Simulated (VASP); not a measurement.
Output of a VASP run:

OSZICAR:
```
       N       E                     dE             d eps       ncg     rms          rms(c)
DAV:   1     0.159638805182E+03    0.15964E+03   -0.12896E+04   512   0.127E+03
DAV:   2    -0.288626773007E+02   -0.18850E+03   -0.18314E+03   648   0.353E+02
DAV:   3    -0.345480762346E+02   -0.56854E+01   -0.56817E+01   696   0.626E+01
DAV:   4    -0.347440984444E+02   -0.19602E+00   -0.19600E+00   720   0.931E+00
DAV:   5    -0.347491975308E+02   -0.50991E-02   -0.50991E-02   680   0.112E+00    0.261E+01
DAV:   6    -0.286050901398E+02    0.61441E+01   -0.33778E+01   552   0.459E+01    0.105E+01
DAV:   7    -0.285793348162E+02    0.25755E-01   -0.12667E+00   728   0.894E+00    0.652E+00
DAV:   8    -0.285549957218E+02    0.24339E-01   -0.14817E-01   648   0.405E+00    0.442E-01
DAV:   9    -0.285549922448E+02    0.34770E-05   -0.18896E-02   712   0.919E-01    0.295E-01
DAV:  10    -0.285558978116E+02   -0.90557E-03   -0.56418E-03   568   0.733E-01    0.166E-01
DAV:  11    -0.285558951809E+02    0.26307E-05   -0.18292E-03   656   0.355E-01    0.147E-01
DAV:  12    -0.285558389866E+02    0.56194E-04   -0.31225E-04   544   0.144E-01    0.606E-03
DAV:  13    -0.285558407967E+02   -0.18101E-05   -0.18701E-05   688   0.310E-02    0.690E-03
DAV:  14    -0.285558408417E+02   -0.45056E-07   -0.26724E-06   576   0.108E-02
   1 F= -.28555841E+02 E0= -.28555841E+02  d E =-.356117E-11
```

**OUTCAR**
```
------------------------ aborting loop because EDIFF is reached ----------------------------------------
  FORCE on cell =-STRESS in cart. coord.  units (eV):
  Direction    XX          YY          ZZ          XY          YZ          ZX
  --------------------------------------------------------------------------------------
  Total        0.9287834      0.9287834      0.9287834     -0.0000000      0.0000000     -0.0000000
  in kB       46.3125488     46.3125488     46.3125488     -0.0000000      0.0000000     -0.0000000
  external PRESSURE =      46.3125488 kB  Pullay stress =       0.0000000 kB
  volume of cell :       32.13
      direct lattice vectors                 reciprocal lattice vectors
     0.000000000  2.523280000  2.523280000    -0.198154783  0.198154783  0.198154783
     2.523280000  0.000000000  2.523280000     0.198154783 -0.198154783  0.198154783
     2.523280000  2.523280000  0.000000000     0.198154783  0.198154783 -0.198154783
 POSITION                                       TOTAL-FORCE (eV/Angst)
 -----------------------------------------------------------------------------------
      0.00000      0.00000      0.00000        -0.000000     -0.000000     -0.000000
      1.26164      1.26164      1.26164         0.000000     -0.000000     -0.000000
      3.78492      3.78492      3.78492        -0.000000      0.000000      0.000000
 -----------------------------------------------------------------------------------
    total drift:                               -0.000000      0.000000      0.000000
  FREE ENERGIE OF THE ION-ELECTRON SYSTEM (eV)
  ---------------------------------------------------
  free  energy   TOTEN  =       -28.5558408417 eV

  energy  without entropy=      -28.5558408417  energy(sigma->0) =      -28.55584084
```
(Selected blocks of OUTCAR.)

**POSCAR**
```
ZrO2
1
    0.0000000000     2.5232800000     2.5232800000
    2.5232800000     0.0000000000     2.5232800000
    2.5232800000     2.5232800000     0.0000000000
Zr O
1 2
Direct
  0.0000000000   0.0000000000   0.0000000000
  0.2500000000   0.2500000000   0.2500000000
  0.7500000000   0.7500000000   0.7500000000
```

Problem. Reconstruct the remaining input files.

Solution. One answer among several that fit: the input of the run itself, PBE GGA, plane waves, VASP's PBE PAW potentials (set 64).

INCAR:
```
SYSTEM = ZrO2
PREC = Accurate
ENCUT = 400
EDIFF = 1E-6
NELM = 100
ALGO = Normal
LREAL = .FALSE.
LASPH = .TRUE.
ISMEAR = -1
SIGMA = 0.05
GGA = PE
LMAXMIX = 4
LWAVE = .FALSE.
LCHARG = .FALSE.
ISIF = 2
```

### KPOINTS
```
kpoints
0
G
 6 6 6
0 0 0
```

POTCAR, in this order: Zr_sv O (PBE.64 set). Program: vasp_std.

At this cut-off the stress carries a Pulay error, which pulls relaxed volumes low.

The structure is a typed ZrO2 crystal (Fm-3m). The cell was not relaxed at this level, and its volume differs by -5.9 % from the start's.
